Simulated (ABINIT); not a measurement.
Input of an ABINIT 10.8.3 (patched build) run:

run.abi

```
# Datasets: one volume each
ndtset 7
getwfk -1
scalecart1 3*0.9795861087
scalecart2 3*0.9864848297
scalecart3 3*0.9932883884
scalecart4 3*1.0000000000
scalecart5 3*1.0066227096
scalecart6 3*1.0131594038
scalecart7 3*1.0196128224

# Pseudopotentials
pp_dirpath "./"
pseudos "Ga.GGA_PBE-JTH.xml, P.GGA_PBE-JTH.xml"

# Structure
acell 3*1.0 Angstrom
rprim
     0.0000000000     2.7252500000     2.7252500000
     2.7252500000     0.0000000000     2.7252500000
     2.7252500000     2.7252500000     0.0000000000
ntypat 2
znucl 31 15
natom 2
typat 1 2
xred
     0.0000000000     0.0000000000     0.0000000000
     0.7500000000     0.7500000000     0.7500000000

# Plane-wave basis
ecut 544.227725 eV
pawecutdg 40.0
pawxcdev 0

# k points
kptopt 1
ngkpt 8 8 8
nshiftk 1
shiftk 0.0 0.0 0.0

# Exchange and correlation
ixc -106132
vdw_xc 5

# Bands and occupations
nband 13
occopt 3
tsmear 0.05 eV

# SCF cycle
nstep 100
tolvrs 1.0e-9

# Output
iomode 3
prtwf 1
prtden 0
prteig 0
prtebands 0
```

Potentials or basis: JTH PAW PBE v2.0.

The run is started by

```sh
$ abinit run.abi > log 2>&1
```

Predict the pressure derivative of the bulk modulus.

5.0.

Estimate the bulk modulus.

90 GPa.

Estimate the equilibrium volume.

19.56 Å³/atom.

Energy against volume, from the lowest point:
```tsv
volume (Å³/atom)	energy (meV/atom)
19.026	4.08
19.431	0.00
19.836	0.84
20.240	6.01
20.645	15.01
21.050	27.41
21.455	42.80
```

Caveat: pressures at fixed basis lie under the slope of the energies; the PAW data sets were made with another functional, which shifts forces and pressure a little.

**Measured values to compare with.**

From “Phosphorous dimerization in GaP at high pressure”, 2017, arxiv:1709.06667, for a bulk crystal of GaP: bulk modulus 87.5 ± 0.6 GPa.

Measured bulk modulus of GaP: 87.5 GPa (“Phosphorous dimerization in GaP at high pressure”, 2017, arxiv:1709.06667). This calculation gives 90 GPa (+3.1 %). The fit is for a static lattice scaled at fixed shape and fixed fractional positions.
